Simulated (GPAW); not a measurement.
Crystal: AgBr.

```
CELL_PARAMETERS angstrom
0.00000 2.87015 2.87015
2.87015 0.00000 2.87015
2.87015 2.87015 0.00000
ATOMIC_POSITIONS crystal
Ag 0.00000 0.00000 0.00000
Br 0.50000 0.50000 0.50000
```

```yaml
Program: GPAW 26.7.0
Task: relaxation of cell and atoms
Functional: LDA
Potentials_or_basis: the program's PAW data sets (release 1.2.1) made for this functional
Cutoff: 600 eV
Basis: pw
k_mesh: 8 × 8 × 8
Occupations: fermi-dirac, width 0.05 eV
Spin: no spin polarisation
```

At the start: pressure -4.0 GPa; volume 23.64 Å³/atom.

Q: How do energy, volume and symmetry change on relaxing?

A: Over 4 steps the energy falls by 23.7 meV/atom and the volume is 21.90 Å³/atom (-7.4 %); space group Fm-3m (No. 225, to 0.05 Å).

The path:
```
step  energy change (eV)  largest force (eV/Å)  pressure (GPa)  volume (Å³)
   1              0.0000                0.0000           -3.99        47.29
   2             -0.0137                0.0000           -3.46        46.69
   3             -0.0465                0.0000            0.61        43.34
   4             -0.0474                0.0000           -0.07        43.80
```

Final structure:
```cif
data_structure
_symmetry_space_group_name_H-M 'P 1'
_symmetry_Int_Tables_number 1
_cell_length_a 3.9566
_cell_length_b 3.9566
_cell_length_c 3.9566
_cell_angle_alpha 60.000
_cell_angle_beta 60.000
_cell_angle_gamma 60.000
_cell_volume 43.80
loop_
_atom_site_label
_atom_site_type_symbol
_atom_site_fract_x
_atom_site_fract_y
_atom_site_fract_z
_atom_site_occupancy
Ag1 Ag 0.00000 0.00000 0.00000 1
Br1 Br 0.50000 0.50000 0.50000 1
```

Caveat: later steps reuse the first step's grids.
